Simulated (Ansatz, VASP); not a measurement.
## Re in VASP and in Ansatz

```
Re
1.0
     2.18277    1.26022    0.89969
    -2.18277    1.26022    0.89969
     0.00000   -2.52044    0.89969
Re
1
Direct
  0.50000 0.50000 0.50000
```

Alike in both runs: functional r2SCAN; k mesh 9 × 9 × 9; occupations gaussian, width 0.1 eV; no spin polarisation.

Ansatz relaxed the structure, and its values are those at the end. VASP's run is a single point on that final structure, the one shown.

```csv
,VASP,Ansatz
version,VASP 6.6.1,Ansatz 0.2.0
potentials or method,"VASP PAW PBE potentials, release 64 (Re)","scalar-relativistic, plane waves, PAW"
plane-wave cutoff (eV),520,500
valence electrons in the cell,7,15
```

```csv
,VASP,Ansatz,Ansatz less VASP
gap on the k mesh at the Fermi level (eV),none,none,-
pressure (GPa),0.1,0.0,-0.11
```

A gap of «none» marks a metal or a gap that the smearing closes. The two sets of potentials don't hold the same shells in valence.

Caveats: the PAW data sets were made with another functional, which shifts forces and pressure a little (VASP). Spin-orbit coupling is left out, which matters for the levels of Re.
